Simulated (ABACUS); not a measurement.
Be:

```
Be
1.0
     2.28530    0.00000    0.00000
    -1.14265    1.97913    0.00000
     0.00000    0.00000    3.58420
Be
2
Cartesian
  1.1861 0.6698 2.6888
  -0.0251 1.2998 0.9267
```

The cell isn't the ideal one: atoms moved at random, drawn with an rms of 0.05 Å.

Below is the output of ABACUS 3.10.1 for this cell. Logs are shortened: lines on timing, memory, paths and dates and some standing lists are left out, and cuts for length are marked.

```text
ABACUS v3.10.1

               Atomic-orbital Based Ab-initio Computation at UStc

 ------------------------------------------------------------------------------------

 READING GENERAL INFORMATION
                           global_out_dir = OUT.Be/
                           global_in_card = INPUT
                               pseudo_dir = ./
                              orbital_dir =
                                    DSIZE = 4
                                    GSIZE = 1

 READING UNITCELL INFORMATION
                                    ntype = 1
                  lattice constant (Bohr) = 1.88973
              lattice constant (Angstrom) = 1

 READING ATOM TYPE 1
                               atom label = Be
                      L=0, number of zeta = 1
                      L=1, number of zeta = 1
                      L=2, number of zeta = 1
             number of atom for this type = 2

                        TOTAL ATOM NUMBER = 2
DIRECT COORDINATES
    atom                   x                   y                   z     mag                  vx                  vy                  vz
taud_Be1            0.6882380000        0.3384440000        0.7501790000  0.0000        0.0000000000        0.0000000000        0.0000000000
taud_Be2            0.3173940000        0.6567560000        0.2585440000  0.0000        0.0000000000        0.0000000000        0.0000000000

                          Volume (Bohr^3) = 109.397
                             Volume (A^3) = 16.211

 Lattice vectors: (Cartesian coordinate: in unit of a_0)
              +2.2853                  +0                  +0
             -1.14265            +1.97913                  +0
                   +0                  +0             +3.5842
 Reciprocal vectors: (Cartesian coordinate: in unit of 2 pi/a_0)
[... 210 lines left out ...]
     Energy           Rydberg                 eV
----------------------------------------------------------
 E_KohnSham     -55.8178246327       -759.4404649697
 E_Harris       -55.8762888188       -760.2359110300
 E_Fermi        0.6144116665         8.3594995827
----------------------------------------------------------
[... 39 lines left out ...]
 Density error is 3.59038655448e-09
                          Error Threshold = 1.41837678739e-09
----------------------------------------------------------
     Energy           Rydberg                 eV
----------------------------------------------------------
 E_KohnSham     -55.8179357497       -759.4419767939
 E_KS(sigma->0) -55.8178978504       -759.4414611472
 E_Harris       -55.8180284656       -759.4432382583
 E_band         -25.8473328306       -351.6710045985
 E_one_elec     -30.1649961420       -410.4158276791
 E_Hartree      8.4734219311         115.2868198212
 E_xc           -9.7923488048        -133.2317405485
 E_Ewald        -24.3339369354       -331.0801970942
 E_entropy(-TS) -0.0000757986        -0.0010312934
 E_descf        0.0000000000         0.0000000000
 E_exx          0.0000000000         0.0000000000
 E_Fermi        0.6161915223         8.3837157628
----------------------------------------------------------

 charge density convergence is achieved
 final etot is -759.44197679 eV
 EFERMI = 8.3837157628 eV

 STATE ENERGY(eV) AND OCCUPATIONS    NSPIN == 1
 1/170 kpoint (Cartesian) = 0.0000 0.0000 0.0000 (1557 pws)
       1       -91.4993     0.00147929
       2       -91.4732     0.00147929
       3       -2.66815     0.00147929
       4        4.22311     0.00147929
       5        9.64735    1.56417e-14
       6        23.9611        0.00000
       7        24.4274        0.00000
       8        26.6256        0.00000
[... 41 lines left out ...]
 6/170 kpoint (Cartesian) = 0.16830 0.097168 0.0000 (1548 pws)
       1       -91.4805     0.00295858
       2       -91.4705     0.00295858
       3        1.51230     0.00295858
       4        7.73198     0.00295857
       5        9.62489    4.90209e-14
       6        14.9126    5.78520e-60
       7        18.1831    2.26483e-88
       8        18.2037    1.49849e-88

[... levels at 164 further k points ...]

------------------------------------------------------------------------------------------
 TOTAL-FORCE (eV/Angstrom)
------------------------------------------------------------------------------------------
                       Be1        -0.2575954114        -0.1191272646         0.2354588548
                       Be2         0.2575954114         0.1191272646        -0.2354588548
------------------------------------------------------------------------------------------

----------------------------------------------------------------
 TOTAL-STRESS (KBAR)
----------------------------------------------------------------
       -10.3169318584        14.1891671643        -2.8317722586
        14.1891671643       -22.8374304916        -1.3130754100
        -2.8317722586        -1.3130754100       -21.7031855220
----------------------------------------------------------------
 TOTAL-PRESSURE: -18.285849 KBAR

 --------------------------------------------
 !FINAL_ETOT_IS -759.4419767939260737 eV
 --------------------------------------------
```

**Question.** What input gives this log?

**Answer.** Single point with PBE, no spin polarisation. The files as run (others can give the same):

INPUT
```
INPUT_PARAMETERS
suffix              Be
calculation         scf
basis_type          pw
pseudo_dir          ./
symmetry            1
dft_functional      pbe
ecutwfc             89
pseudo_rcut         10
nspin               1
nbands              8
ks_solver           dav
smearing_method     fd
smearing_sigma      0.00367493
scf_thr             1e-08
scf_nmax            100
mixing_type         broyden
mixing_beta         0.7
cal_force           1
cal_stress          1
kpar                4
```

STRU
```
ATOMIC_SPECIES
Be 9.0122 Be.upf

LATTICE_CONSTANT
1.8897261246

LATTICE_VECTORS
2.2853000000 0.0000000000 0.0000000000
-1.1426500000 1.9791278553 0.0000000000
0.0000000000 0.0000000000 3.5842000000

ATOMIC_POSITIONS
Direct

Be
0.0
2
0.6882380000 0.3384440000 0.7501790000 1 1 1
0.3173940000 0.6567560000 0.2585440000 1 1 1
```

KPT
```
K_POINTS
0
Gamma
13 13 8 0 0 0
```

Potentials or basis: PseudoDojo NC SR 0.4.1 PBE standard, plane waves.
The run is started by
```console
$ OMP_NUM_THREADS=1 mpirun -np 4 abacus > log
```
